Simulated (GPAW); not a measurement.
**ZrC in GPAW: the effect of target pressure**

The system is ZrC.

```
CELL_PARAMETERS angstrom
0.00000 2.36500 2.36500
2.36500 0.00000 2.36500
2.36500 2.36500 0.00000
ATOMIC_POSITIONS crystal
Zr 0.50000 0.50000 0.50000
C 0.00000 0.00000 0.00000
```

Alike in all runs:

| Quantity | Value |
| --- | --- |
| Program | GPAW 26.7.0 |
| Task | relaxation of cell and atoms |
| Functional | PBEsol |
| Potentials or basis | PAW data sets generated in the run's folder for this functional |
| Cutoff | 800 eV |
| Basis | pw |
| k mesh | 10 × 10 × 10 |
| Occupations | fermi-dirac, width 0.05 eV |
| Spin | no spin polarisation |

Each run relaxes the cell or the atoms first.

```tsv
target pressure	target pressure	relaxed volume (Å³/atom)
0 GPa	-	12.67
2 GPa	2 GPa	12.57
5 GPa	5 GPa	12.42
10 GPa	10 GPa	?
20 GPa	20 GPa	11.78
30 GPa	30 GPa	11.44
```

Problem. What does the run with target pressure 10 GPa give?

Solution. Relaxed volume 12.19 Å³/atom.

Worked out: In Murnaghan's law V^(-B') rises as a straight line in P. The other rows fit best with B' = 4.1, V0 = 12.67 Å³/atom and B0 = 236 GPa, which gives 12.19 Å³/atom at 10 GPa, against the run's 12.19.

Caveats: later steps reuse the first step's grids.
